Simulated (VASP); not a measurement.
**MgB2: density of states with RPBE**

Crystal: MgB2.

```
Mg B
1.0
     3.16517    0.00000    0.00000
    -1.58258    2.74111    0.00000
     0.00000    0.00000    3.61455
Mg B
1 2
Direct
  0.00000 0.00000 0.00000
  0.66667 0.33333 0.50000
  0.33333 0.66667 0.50000
```

The cell isn't the ideal one: volume scaled by 1.08.

```
Program                : VASP 6.6.1
Task                   : density of states
Functional             : RPBE
Potentials or basis    : VASP PAW PBE potentials, release 64 (Mg, B)
Cutoff                 : 520 eV
k mesh                 : 10 × 10 × 8
Occupations            : tetrahedron, width 0.05 eV
Spin                   : no spin polarisation
k mesh for the DOS     : 15 × 15 × 12
Further INCAR settings : LASPH = False; ALGO = Normal; EDIFF = 1e-06; NBANDS = 11
```

```yaml
Valence_electrons_inside_the_program's_atomic_spheres: Mg 0.35; B 1.84
```

Levels at points of the mesh, in eV from the Fermi level:
| k point | band 2 | band 3 | band 4 | band 5 | band 6 | band 7 |
| --- | --- | --- | --- | --- | --- | --- |
| (0.00, 0.00, 0.00) | -2.75 | 0.38 | 0.38 | 1.52 | 6.04 | 6.04 |
| (0.00, 0.00, 0.50) | -7.01 | 0.72 | 0.72 | 6.40 | 6.40 | 7.55 |

States per cell in windows of 1 eV (zero at the Fermi level; states under -8 eV left out):
```tsv
from (eV)	total	B2_p	B3_p	B2_s	B3_s	Mg1_s	Mg1_p
-8.0	0.37	0.02	0.02	0.07	0.07	0.00	0.00
-7.0	0.60	0.07	0.07	0.07	0.07	0.02	0.01
-6.0	0.63	0.08	0.08	0.06	0.06	0.02	0.01
-5.0	0.75	0.11	0.11	0.04	0.04	0.02	0.02
-4.0	0.96	0.16	0.16	0.04	0.04	0.02	0.03
-3.0	1.13	0.23	0.23	0.03	0.03	0.01	0.03
-2.0	1.07	0.25	0.25	0.02	0.02	0.01	0.02
-1.0	0.84	0.18	0.18	0.01	0.01	0.01	0.02
0.0	0.49	0.10	0.10	0.00	0.00	0.01	0.01
1.0	0.31	0.04	0.04	0.00	0.00	0.01	0.01
2.0	0.44	0.06	0.06	0.01	0.01	0.01	0.01
3.0	0.50	0.06	0.06	0.01	0.01	0.02	0.01
4.0	0.68	0.06	0.06	0.03	0.03	0.05	0.02
5.0	1.38	0.12	0.12	0.08	0.08	0.10	0.05
6.0	1.23	0.15	0.15	0.05	0.05	0.08	0.04
7.0	1.28	0.16	0.16	0.05	0.05	0.10	0.05
```

Run time: 45 s on 1 thread of Intel(R) Xeon(R) Platinum 8488C (Sapphire Rapids) (shared host), peak memory 0.18 GiB.
